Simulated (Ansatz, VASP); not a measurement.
## Two plane-wave programs on BN

```
B N
1.0
     0.00000    1.81300    1.81300
     1.81300    0.00000    1.81300
     1.81300    1.81300    0.00000
B N
1 1
Cartesian
  0.0177 0.0177 0.0000
  2.7195 2.7195 2.7195
```

Change from the starting cell: all B atoms moved +0.025 Å, as atom 1 along Cartesian [1 1 0].

Alike in both runs: task single point; functional PBE; k mesh 12 × 12 × 12; occupations gaussian, width 0.05 eV; no spin polarisation.

|  | VASP | Ansatz |
| --- | --- | --- |
| version | VASP 6.6.1 | Ansatz 0.2.0 |
| potentials or method | VASP PAW PBE potentials, release 64 (B, N) | scalar-relativistic, plane waves, PAW |
| plane-wave cutoff (eV) | 520 | 420 |
| valence electrons in the cell | 8 | 8 |

VASP gave:

- gap on the k mesh at the Fermi level (eV): 4.22
- least direct gap on the mesh (eV): 8.38
- pressure (GPa): 0.0
- largest component of the traceless stress (GPa): 0.35
- rms of the force components (eV/Å): 0.343

Question: What did Ansatz give for the same quantities?

Answer: gap on the k mesh at the Fermi level (eV): 4.24; least direct gap on the mesh (eV): 8.39; pressure (GPa): -0.2; largest component of the traceless stress (GPa): 0.30; rms of the force components (eV/Å): 0.341.

Atom by atom the forces differ by 0.002 eV/Å (rms over components). The functional is the same, so the differences come from potentials, cutoffs and numerics.

A k mesh can miss the band edges.
